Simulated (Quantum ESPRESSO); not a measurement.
**MnS (Rambergite): parallel and opposed starts**

Aim: find out which collinear order of MnS (Rambergite) costs least.

Method: PBE with U = 4 eV on Mn d (ortho-atomic projectors); plane waves with GBRV 1.5 PBE potentials, no spin-orbit coupling, in Quantum ESPRESSO 7.5.

The database entry behind the starting cell differs from later determinations by our own check (about 0.3 % short against later determinations), so it need not match the best structure at ambient conditions.

### Step 1. The structure

It takes space group P6_3mc (No. 186, hexagonal). Conventional cell: a = 3.976 Å, b = 3.976 Å, c = 6.432 Å, α = 90.00°, β = 90.00°, γ = 120.00°. Mn has 4 S at 2.41 to 2.48 Å nearest. S has 4 Mn at 2.41 to 2.48 Å nearest. Farther neighbours and most contacts between anions are not listed.

The cell comes from the Crystallography Open Database.

### Step 2. Run 1, typed as ferro ++

The signs are those of the starting moments on the seeded atoms, the atoms that are given a moment.

pw.in reads:

```
&CONTROL
  calculation = 'scf'
  prefix = 'pwscf'
  outdir = './tmp'
  pseudo_dir = './pseudo'
  disk_io = 'nowf'
/
&SYSTEM
  ibrav = 0
  celldm(1) = 8
  nat = 4
  ntyp = 2
  ecutwfc = 40
  ecutrho = 280
  nbnd = 34
  occupations = 'smearing'
  smearing = 'fd'
  degauss = 0.00367493
  nspin = 2
  starting_magnetization(1) = 0.3
  starting_magnetization(2) = 0
/
&ELECTRONS
  conv_thr = 8d-09
  electron_maxstep = 150
  mixing_beta = 0.3
/
ATOMIC_SPECIES
Mn     54.9380 mn_pbe_v1.5.uspp.F.UPF
S      32.0600 s_pbe_v1.4.uspp.F.UPF
CELL_PARAMETERS alat
   0.9391938839390    0.0000000000000    0.0000000000000
  -0.4695969419695    0.8133657625591    0.0000000000000
   0.0000000000000    0.0000000000000    1.5193398041991
ATOMIC_POSITIONS crystal
Mn      0.3333333333    0.6666666667    0.0000000000
Mn      0.6666666667    0.3333333333    0.5000000000
S       0.3333333333    0.6666666667    0.3850000000
S       0.6666666667    0.3333333333    0.8850000000
K_POINTS automatic
8 8 4 0 0 0
HUBBARD {ortho-atomic}
U Mn-3d 4.0000
```

Command:

```bash
$ OMP_NUM_THREADS=1 mpirun -n 4 pw.x -nk 4 -in pw.in > pw.out
```

The program printed:

```text
Program PWSCF v.7.5 starts

     Message from routine setup:
     using ibrav=0 with symmetry is DISCOURAGED, use correct ibrav instead

     K-points division:     npool     =       4
     Subspace diagonalization in iterative solution of the eigenvalue problem:

     G-vector sticks info
     --------------------
     sticks:   dense  smooth     PW     G-vecs:    dense   smooth      PW
     Sum        1075     625    187                46931    20269    3345

     Using Slab Decomposition

     bravais-lattice index     =            0
     lattice parameter (alat)  =       8.0000  a.u.
     unit-cell volume          =     594.2457 (a.u.)^3
     number of atoms/cell      =            4
     number of atomic types    =            2
     number of electrons       =        42.00
     number of Kohn-Sham states=           34
     kinetic-energy cutoff     =      40.0000  Ry
     charge density cutoff     =     280.0000  Ry
     scf convergence threshold =      8.0E-09
     mixing beta               =       0.3000
     number of iterations used =            8  plain     mixing
     Exchange-correlation=  SLA  PW   PBX  PBC
                           (   1   4   3   4   0   0   0)
     Hubbard projectors: ortho-atomic
     Hubbard parameters of DFT+U (Dudarev formulation) in eV:
     U(Mn-3d) =  4.0000

     Internal variables: lda_plus_u =T, lda_plus_u_kind = 0

     Internal variables: orbital_resolved =F, hub_pot_fix =F, apply_U = F

     celldm(1)=   8.000000  celldm(2)=   0.000000  celldm(3)=   0.000000
     celldm(4)=   0.000000  celldm(5)=   0.000000  celldm(6)=   0.000000

     crystal axes: (cart. coord. in units of alat)
               a(1) = (   0.939194   0.000000   0.000000 )
               a(2) = (  -0.469597   0.813366   0.000000 )
               a(3) = (   0.000000   0.000000   1.519340 )

     reciprocal axes: (cart. coord. in units 2 pi/alat)
               b(1) = (  1.064743  0.614730 -0.000000 )
               b(2) = (  0.000000  1.229459  0.000000 )
               b(3) = (  0.000000 -0.000000  0.658181 )

     PseudoPot. # 1 for Mn read from file:
     mn_pbe_v1.5.uspp.F.UPF
     Pseudo is Ultrasoft + core correction, Zval = 15.0
     Generated by new atomic code, or converted to UPF format
     Using radial grid of  859 points,  6 beta functions with:
                l(1) =   0
                l(2) =   0
                l(3) =   1
                l(4) =   1
                l(5) =   2
                l(6) =   2
     Q(r) pseudized with  8 coefficients,  rinner =    0.950   0.950   0.950
                                                       0.950   0.950

     PseudoPot. # 2 for S  read from file:
     s_pbe_v1.4.uspp.F.UPF
     Pseudo is Ultrasoft + core correction, Zval =  6.0
     Generated by new atomic code, or converted to UPF format
     Using radial grid of  907 points,  6 beta functions with:
                l(1) =   0
                l(2) =   0
                l(3) =   1
                l(4) =   1
                l(5) =   2
                l(6) =   2
     Q(r) pseudized with  8 coefficients,  rinner =    1.300   1.300   1.300
                                                       1.300   1.300

     atomic species   valence    mass     pseudopotential
     Mn               15.00    54.93800     Mn( 1.00)
     S                 6.00    32.06000     S ( 1.00)

     Starting magnetic structure
     atomic species   magnetization
     Mn              0.300
     S               0.000

     12 Sym. Ops. (no inversion) found ( 6 have fractional translation)

   Cartesian axes

     site n.     atom                  positions (alat units)
         1        Mn     tau(   1) = (  -0.0000000   0.5422438   0.0000000  )
         2        Mn     tau(   2) = (   0.4695969   0.2711219   0.7596699  )
         3        S      tau(   3) = (  -0.0000000   0.5422438   0.5849458  )
         4        S      tau(   4) = (   0.4695969   0.2711219   1.3446157  )

     number of k points=    30  Fermi-Dirac smearing, width (Ry)=  0.0037
                       cart. coord. in units 2pi/alat
        k(    1) = (   0.0000000   0.0000000   0.0000000), wk =   0.0039062
        k(    2) = (   0.0000000   0.0000000   0.1645452), wk =   0.0078125
        k(    3) = (   0.0000000   0.0000000  -0.3290903), wk =   0.0039062
        k(    4) = (   0.0000000   0.1536824   0.0000000), wk =   0.0234375
        k(    5) = (   0.0000000   0.1536824   0.1645452), wk =   0.0468750
        [... 25 further k-points ...]

     Dense  grid:    46931 G-vectors     FFT dimensions: (  45,  45,  72)

     Smooth grid:    20269 G-vectors     FFT dimensions: (  32,  32,  50)

     Check: negative core charge=   -0.000033
     Generating pointlists ...
     new r_m :   0.2350 (alat units)  1.8800 (a.u.) for type    1
     new r_m :   0.2350 (alat units)  1.8800 (a.u.) for type    2

     Initial potential from superposition of free atoms

     starting charge      40.9998, renormalised to      42.0000

     STARTING HUBBARD OCCUPATIONS:

     =================== HUBBARD OCCUPATIONS ===================
     ------------------------ ATOM    1 ------------------------
     Tr[ns(  1)] (up, down, total) =   5.00000  0.00000  5.00000
     Atomic magnetic moment for atom   1 =   5.00000
     [... lines left out ...]
     ------------------------ ATOM    2 ------------------------
     Tr[ns(  2)] (up, down, total) =   5.00000  0.00000  5.00000
     Atomic magnetic moment for atom   2 =   5.00000
     [... lines left out ...]
     Number of occupied Hubbard levels =   10.0000

     Atomic wfc used for Hubbard projectors are orthogonalized

     Starting wfcs are   34 randomized atomic wfcs

     Self-consistent Calculation

     iteration #  1     ecut=    40.00 Ry     beta= 0.30
     Davidson diagonalization with overlap
     ethr =  1.00E-02,  avg # of iterations =  4.6

     =================== HUBBARD OCCUPATIONS ===================
     ------------------------ ATOM    1 ------------------------
     Tr[ns(  1)] (up, down, total) =   4.84260  0.14019  4.98279
     Atomic magnetic moment for atom   1 =   4.70242
     [... lines left out ...]
     ------------------------ ATOM    2 ------------------------
     Tr[ns(  2)] (up, down, total) =   4.84260  0.14019  4.98279
     Atomic magnetic moment for atom   2 =   4.70242
     [... lines left out ...]
     Number of occupied Hubbard levels =    9.9656

     total energy              =    -470.47565956 Ry
     estimated scf accuracy    <       0.98214488 Ry

     total magnetization       =    10.00 Bohr mag/cell
     absolute magnetization    =    10.00 Bohr mag/cell

     iteration #  2     ecut=    40.00 Ry     beta= 0.30
     Davidson diagonalization with overlap
     ethr =  2.34E-03,  avg # of iterations =  1.8

     total energy              =    -470.63704867 Ry
     estimated scf accuracy    <       0.05393861 Ry

     total magnetization       =    10.00 Bohr mag/cell
     absolute magnetization    =    10.00 Bohr mag/cell

     iteration #  3     ecut=    40.00 Ry     beta= 0.30
     Davidson diagonalization with overlap
     ethr =  1.28E-04,  avg # of iterations =  4.3

     negative rho (up, down):  0.000E+00 9.082E-04

     total energy              =    -470.65562013 Ry
     estimated scf accuracy    <       0.01957899 Ry

     total magnetization       =    10.00 Bohr mag/cell
     absolute magnetization    =    10.00 Bohr mag/cell

     [... further iterations left out ...]

     iteration #  8     ecut=    40.00 Ry     beta= 0.30
     Davidson diagonalization with overlap
     ethr =  1.08E-08,  avg # of iterations =  3.4

     negative rho (up, down):  0.000E+00 1.051E-03

     total energy              =    -470.65756278 Ry
     estimated scf accuracy    <       0.00000021 Ry

     total magnetization       =    10.00 Bohr mag/cell
     absolute magnetization    =    10.00 Bohr mag/cell

     iteration #  9     ecut=    40.00 Ry     beta= 0.30
     Davidson diagonalization with overlap
     ethr =  4.90E-10,  avg # of iterations =  3.8

     negative rho (up, down):  0.000E+00 1.050E-03

     total energy              =    -470.65756313 Ry
     estimated scf accuracy    <       0.00000018 Ry

     total magnetization       =    10.00 Bohr mag/cell
     absolute magnetization    =    10.00 Bohr mag/cell

     iteration # 10     ecut=    40.00 Ry     beta= 0.30
     Davidson diagonalization with overlap
     ethr =  4.31E-10,  avg # of iterations =  1.8

     negative rho (up, down):  0.000E+00 1.049E-03

     total energy              =    -470.65756319 Ry
     estimated scf accuracy    <       0.00000002 Ry

     total magnetization       =    10.00 Bohr mag/cell
     absolute magnetization    =    10.00 Bohr mag/cell

     iteration # 11     ecut=    40.00 Ry     beta= 0.30
     Davidson diagonalization with overlap
     ethr =  4.76E-11,  avg # of iterations =  1.6

     negative rho (up, down):  0.000E+00 1.049E-03

     Magnetic moment per site  (integrated on atomic sphere of radius R)
     atom   1 (R=0.235)  charge= 12.8812  magn=  4.3559
     atom   2 (R=0.235)  charge= 12.8812  magn=  4.3559
     atom   3 (R=0.235)  charge=  4.2148  magn=  0.0491
     atom   4 (R=0.235)  charge=  4.2148  magn=  0.0491

     End of self-consistent calculation

     =================== HUBBARD OCCUPATIONS ===================
     ------------------------ ATOM    1 ------------------------
     Tr[ns(  1)] (up, down, total) =   4.95816  0.26083  5.21900
     Atomic magnetic moment for atom   1 =   4.69733
     [... lines left out ...]
     ------------------------ ATOM    2 ------------------------
     Tr[ns(  2)] (up, down, total) =   4.95816  0.26083  5.21900
     Atomic magnetic moment for atom   2 =   4.69733
     [... lines left out ...]
     Number of occupied Hubbard levels =   10.4380

     [... lines left out ...]
     the Fermi energy is     7.8518 ev

!    total energy              =    -470.65756324 Ry
     estimated scf accuracy    <          3.8E-09 Ry
     smearing contrib. (-TS)   =      -0.00000000 Ry
     internal energy E=F+TS    =    -470.65756324 Ry

     The total energy is F=E-TS. E is the sum of the following terms:
     one-electron contribution =    -316.53309317 Ry
     hartree contribution      =     169.11808833 Ry
     xc contribution           =     -70.45239642 Ry
     ewald contribution        =    -252.87415758 Ry
     Hubbard energy            =       0.08399560 Ry

     total magnetization       =    10.00 Bohr mag/cell
     absolute magnetization    =    10.00 Bohr mag/cell

     convergence has been achieved in  11 iterations

=------------------------------------------------------------------------------=
   JOB DONE.
=------------------------------------------------------------------------------=
```

It took 23 s on 4 MPI ranks of Intel Xeon Platinum 8488C (Sapphire Rapids), shared host; peak memory 0.59 GiB; 92 s of CPU time.

Spin moment in the atom's sphere by atom:

```tsv
atom	spin moment in the atom's sphere (μB)
Mn1	4.36
Mn2	4.36
S3	0.05
S4	0.05
```

Numbers from this step:

```yaml
smearing_term_ts: 8.28e-9 eV
magnetization: 10 μB
absolute_magnetization: 10 μB
final_state: ferromagnetic
```

Spin density in the ac plane at fractional y = 0.333, with atoms of Mn and S within 0.2 Å of it.

Values in e/Å³, 22 rows by 14 columns, each cell a mean:
```
0.0 0.1 0.1 0.1 0.0 0.0 0.0 0.0 0.0 0.0 0.0 0.0 0.0 0.0
0.0 0.0 0.1 0.0 0.0 0.0 0.0 0.0 0.0 0.0 0.0 0.0 0.0 0.0
0.0 0.0 0.0 0.0 0.0 0.0 0.0 0.0 0.0 0.0 0.0 0.0 0.0 0.0
0.0 0.0 0.0 0.0 0.0 0.0 0.0 0.0 0.0 0.0 0.0 0.0 0.0 0.0
0.0 0.0 0.0 0.0 0.0 0.0 0.0 0.0 0.0 0.0 0.0 0.0 0.0 0.0
0.0 0.0 0.0 0.0 0.0 0.0 0.0 0.0 0.0 0.0 0.0 0.0 0.0 0.0
0.0 0.0 0.0 0.0 0.0 0.0 0.0 0.0 0.0 0.0 0.0 0.0 0.0 0.0
0.0 0.0 0.0 0.0 0.0 0.0 0.1 0.1 0.2 0.2 0.2 0.1 0.1 0.0
0.0 0.0 0.0 0.0 0.0 0.1 0.1 0.4 0.8 1.1 0.8 0.4 0.1 0.1
0.0 0.0 0.0 0.0 0.0 0.1 0.3 1.0 3.0 4.6 2.9 0.9 0.3 0.1
0.0 0.0 0.0 0.0 0.0 0.1 0.4 1.6 5.2 6.9 5.1 1.5 0.3 0.1
0.0 0.0 0.0 0.0 0.0 0.1 0.3 1.2 4.1 5.6 4.0 1.2 0.3 0.1
0.0 0.0 0.0 0.0 0.0 0.1 0.2 0.6 1.4 2.0 1.4 0.5 0.2 0.1
0.0 0.0 0.0 0.0 0.0 0.0 0.1 0.2 0.4 0.5 0.4 0.2 0.1 0.0
0.0 0.0 0.0 0.0 0.0 0.0 0.0 0.1 0.1 0.1 0.1 0.1 0.0 0.0
0.0 0.0 0.0 0.0 0.0 0.0 0.0 0.0 0.0 0.0 0.0 0.0 0.0 0.0
0.0 0.0 0.0 0.0 0.0 0.0 0.0 0.0 0.0 0.0 0.0 0.0 0.0 0.0
0.0 0.0 0.0 0.0 0.0 0.0 0.0 0.0 0.0 0.0 0.0 0.0 0.0 0.0
0.0 0.0 0.0 0.0 0.0 0.0 0.0 0.0 0.0 0.0 0.0 0.0 0.0 0.0
0.0 0.0 0.1 0.0 0.0 0.0 0.0 0.0 0.0 0.0 0.0 0.0 0.0 0.0
0.0 0.1 0.1 0.1 0.0 0.0 0.0 0.0 0.0 0.0 0.0 0.0 0.0 0.0
0.1 0.1 0.1 0.1 0.1 0.0 0.0 0.0 0.0 0.0 0.0 0.0 0.0 0.0
```
Columns run along a (4.0 Å), rows up along c (6.4 Å). Atoms in or near the plane, at fractional coordinates: Mn at (0.67, 0.50), S at (0.67, 0.88).

Valence density in the ac plane at fractional y = 0.333, with atoms of Mn and S within 0.2 Å of it. It is the smooth field of the valence electrons, not physical close to the nuclei.

Values in e/Å³, 22 rows by 14 columns, each cell a mean:
```
 0  0  0  0  0  0  1  1  1  1  1  1  1  0
 0  0  0  0  0  0  1  1  1  1  1  1  1  0
 0  0  0  0  0  0  1  1  1  1  1  1  1  0
 0  0  0  0  0  0  1  1  1  1  1  1  1  0
 0  0  0  0  0  0  0  1  1  1  1  1  0  0
 0  0  0  0  0  0  0  0  1  1  1  0  0  0
 0  0  0  0  0  0  0  0  0  0  0  0  0  0
 0  0  0  0  0  0  0  0  0  1  0  0  0  0
 0  0  0  0  0  0  0  1  2  3  2  1  0  0
 0  0  0  0  0  0  1  3 10 15 10  3  1  0
 0  0  0  0  0  0  1  5 17 12 17  5  1  0
 0  0  0  0  0  0  1  4 14 17 14  4  1  0
 0  0  0  0  0  0  0  1  5  7  4  1  0  0
 0  0  0  0  0  0  0  0  1  1  1  0  0  0
 0  0  0  0  0  0  0  0  0  0  0  0  0  0
 0  0  0  0  0  0  0  0  0  0  0  0  0  0
 0  0  0  0  0  0  0  0  0  0  0  0  0  0
 0  0  0  0  0  0  0  0  0  0  0  0  0  0
 0  0  0  0  0  0  0  0  0  0  0  0  0  0
 0  0  0  0  0  0  0  0  0  0  0  0  0  0
 0  0  0  0  0  0  0  0  0  0  0  0  0  0
 0  0  0  0  0  0  0  1  1  1  1  1  0  0
```
Columns run along a (4.0 Å), rows up along c (6.4 Å). Atoms in or near the plane, at fractional coordinates: Mn at (0.67, 0.50), S at (0.67, 0.88).

[end of part 1 of 3]

[Logs and program files are shortened in this print: banners, set-up blocks, solver, clock and traceback lines can be left out without a mark of their own.]

[Logs are printed without paths, hosts, clocks, repeated set-up lines and the standing remarks that a program may print on its own settings, such as how far it seeks lower states.]

[Hosts, paths, dates, database ids (printed as entryN), source tags and the programs' standing remarks are cut or masked in the printed files.]

[Where a cell is said to come from a database of computed structures, the database is the Materials Project.]
